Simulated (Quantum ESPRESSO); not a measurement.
Runs of Quantum ESPRESSO 7.5 on CsPbCl3. The structure is cubic, space group Pm-3m (No. 221). The conventional cell has a = 5.605 Å, b = 5.605 Å, c = 5.605 Å, α = 90.00°, β = 90.00°, γ = 90.00°. Pb (site symmetry m-3m) has 6 Cl at 2.80 Å as nearest neighbours. Cs (site symmetry m-3m) has 12 Cl at 3.96 Å as nearest neighbours. Cl (site symmetry 4/mmm) has 2 Pb at 2.80 Å as nearest neighbours. 

```tsv
task	level	potentials or basis	cell	cutoff (eV)	form of the LDA correlation	pressure (GPa)
phonons	PBE	SPMS 1.0 PBE	relaxed	707	-	0.0
dielectric tensor	BLYP	PseudoDojo 0.4.1 SR PBE standard	as given	789	-	3.2
dielectric tensor	PBE	PseudoDojo 0.4.1 SR PBE standard	as given	789	-	(b)
dielectric tensor	WC	PseudoDojo 0.4.1 SR PBE standard	as given	789	-	0.3
dielectric tensor	AM05	PseudoDojo 0.4.1 SR PBE standard	as given	789	-	0.9
dielectric tensor	LDA	PseudoDojo 0.4.1 SR LDA standard	as given	762	PW92	-1.3
dielectric tensor	PBEsol	PseudoDojo 0.4.1 SR PBEsol standard	as given	789	-	(a)
```

Alike in all rows: no spin polarisation; k mesh 4 × 4 × 4, shifted; smearing fermi-dirac 0.05 eV.

Q: Estimate the missing entries.

A: (a) 0.1; (b) 1.7.

Caveats: the potentials were made for another functional, which shifts forces and pressure (some runs); the cell is more than 3 GPa from zero pressure, which shifts response properties (some runs).
